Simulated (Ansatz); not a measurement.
# MgB₂, one cell by several methods

```xyz
3
Lattice="3.0747 0.0000 0.0000 -1.5373 2.6628 0.0000 0.0000 0.0000 3.5112" Properties=species:S:1:pos:R:3 pbc="T T T"
Mg    0.0000    0.0000    0.0000
B     0.0000    1.7752    1.7556
B     1.5373    0.8876    1.7556
```

Atom numbers follow the list: Mg1, B2, B3.

Conventional cell: a = 3.075 Å, b = 3.075 Å, c = 3.511 Å, α = 90.00°, β = 90.00°, γ = 120.00°. Mg (atom 1) has 12 B at 2.50 Å as nearest neighbours. B (atom 2) is surrounded by 3 B at 1.78 Å.

The cell is COD entry 1000026, as deposited and not checked against the literature; nothing was relaxed. The listed cell was then made from it by scaling, straining or moving an atom.

All numbers are computed: DFT, PBE, PAW with Ansatz's default frozen-core files, scalar-relativistic (Ansatz 0.2.0); DFT, PBE, all-electron PAW with datasets made for the crystal, scalar-relativistic (Ansatz 0.2.0); DFT, PBE, all-electron LAPW, scalar-relativistic (Ansatz 0.2.0).

For PAW: a Γ-centred 12×12×9 k mesh, Fermi–Dirac smearing of 0.05 eV, cutoff 420 eV, no spin polarisation. The crystal-made all-electron datasets (AE datasets) take a cutoff of 320 eV at this cell. LAPW targets a basis error of 0.5 meV/atom. The Ansatz runs share mesh, smearing and spin set-up. Plane-wave (PAW) pressures include the program's estimate of the Pulay term.

Stress and pressure are positive in compression.

The change that made this cell: volume scaled by 0.99.

In a metal, gradients converge slowly with the k mesh: the values move by tens of per cent from one mesh to another, at times in sign, so only the comparison on one mesh counts.

| quantity | PAW | AE datasets | LAPW |
| --- | --- | --- | --- |
| pressure (GPa) | 0.48 | 0.43 | 0.44 |
| stress xx (GPa) | 0.50 | 0.44 | 0.45 |
| stress zz (GPa) | 0.44 | 0.42 | 0.42 |
| field gradient Vzz at B2 (10²¹ V/m²) | 1.72 | 1.76 | – |

PAW's pressure differs from the LAPW value by +0.04 GPa. Datasets made for the crystal and LAPW share parts of one code, so their agreement isn't an independent check.
